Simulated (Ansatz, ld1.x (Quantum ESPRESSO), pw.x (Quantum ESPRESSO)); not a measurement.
**Equation-of-state test of one PAW potential (Ru)**

* Element: ruthenium (Ru)
* Generator: ld1.x (Quantum ESPRESSO) 7.5
* Type: PAW
* Functional: PBE
* Relativity: scalar-relativistic
* Frozen core: [Ar] 3d10
* Valence charge: 16
* Reference configuration: 4s2 4p6 4d7 5s0 5p0 (charge +1)
* Partial waves: 4s (bound): rcut 1.30, rcutus 1.70 bohr; 5s (bound, empty): rcut 1.30, rcutus 1.70 bohr; 4p (bound): rcut 1.90, rcutus 2.20 bohr; 5p (bound, empty): rcut 1.90, rcutus 2.20 bohr; 4d (bound): rcut 2.10, rcutus 2.20 bohr; 4d channel at 4.45 Ry: rcut 2.10, rcutus 2.20 bohr
* Local potential: all-electron potential smoothed inside 1.75 bohr (lloc = -2)
* Core correction: Bessel-smoothed model core inside 1.55 bohr
* Augmentation charge: PSQ, inside the norm-conserving radii

Crystal test: bcc Ru in pw.x 7.5, no spin, 15³ k-points, Fermi–Dirac smearing 0.01 Ry, cutoffs 50/400 Ry. The lattice is a test structure that the element need not adopt, and mesh and smearing are coarse.

pw.x input:

```
&control
  calculation='scf', prefix='x', pseudo_dir='./', outdir='./tmp', tstress=.true., disk_io='none'
/
&system
  ibrav=0, nat=1, ntyp=1, ecutwfc=50, ecutrho=400, nbnd=16,
  occupations='smearing', smearing='fd', degauss=0.01
/
&electrons
  conv_thr=1e-09, mixing_beta=0.4, electron_maxstep=70
/
ATOMIC_SPECIES
Ru 1.0 Ru.UPF
CELL_PARAMETERS angstrom
  -1.52520377 1.52520377 1.52520377
  1.52520377 -1.52520377 1.52520377
  1.52520377 1.52520377 -1.52520377
ATOMIC_POSITIONS crystal
Ru 0.0000 0.0000 0.0000
K_POINTS automatic
15 15 15 0 0 0
```

```bash
pw.x < Ru.scf.in > Ru.scf.out
```

Question: How does the run end?

Answer: It converges; the pressure is 11.15 GPa against 1.63 GPa from all-electron LAPW. This is a poor potential for the solid. Atomic configuration tests: 2 of 7 tests not solved or not reliable. The log shows:

```
     Exchange-correlation= SLA  PW   PBX  PBC
     number of k points=   120  Fermi-Dirac smearing, width (Ry)=  0.0100
     iteration #  1     ecut=    50.00 Ry     beta= 0.40
     total energy              =    -431.30226903 Ry
     estimated scf accuracy    <       3.59787389 Ry
     iteration #  2     ecut=    50.00 Ry     beta= 0.40
     total energy              =    -431.57812136 Ry
     estimated scf accuracy    <       0.11530611 Ry
     iteration #  3     ecut=    50.00 Ry     beta= 0.40
     total energy              =    -431.60411484 Ry
     estimated scf accuracy    <       0.00655468 Ry
     iteration #  4     ecut=    50.00 Ry     beta= 0.40
     total energy              =    -431.60963632 Ry
     estimated scf accuracy    <       0.00173724 Ry
     [... 10 iterations left out ...]
     iteration # 15     ecut=    50.00 Ry     beta= 0.40
     total energy              =    -431.61128179 Ry
     estimated scf accuracy    <          1.5E-09 Ry
     iteration # 16     ecut=    50.00 Ry     beta= 0.40
     total energy              =    -431.61128179 Ry
     estimated scf accuracy    <          6.1E-09 Ry
     iteration # 17     ecut=    50.00 Ry     beta= 0.40
     total energy              =    -431.61128179 Ry
     estimated scf accuracy    <          2.0E-09 Ry
     iteration # 18     ecut=    50.00 Ry     beta= 0.40
     the Fermi energy is    22.1960 ev
!    total energy              =    -431.61128179 Ry
     estimated scf accuracy    <          4.5E-10 Ry
     smearing contrib. (-TS)   =      -0.00842544 Ry
     The total energy is F=E-TS. E is the sum of the following terms:
     one-electron contribution =     -32.63642005 Ry
     hartree contribution      =      33.05952554 Ry
     xc contribution           =     -20.62149472 Ry
     ewald contribution        =    -161.61927271 Ry
     one-center paw contrib.   =    -249.78519440 Ry
     convergence has been achieved in  18 iterations
          total   stress  (Ry/bohr**3)                   (kbar)     P=      111.46
     Message from routine punch:
     Nothing written, as per user request (disk_io='none')
```
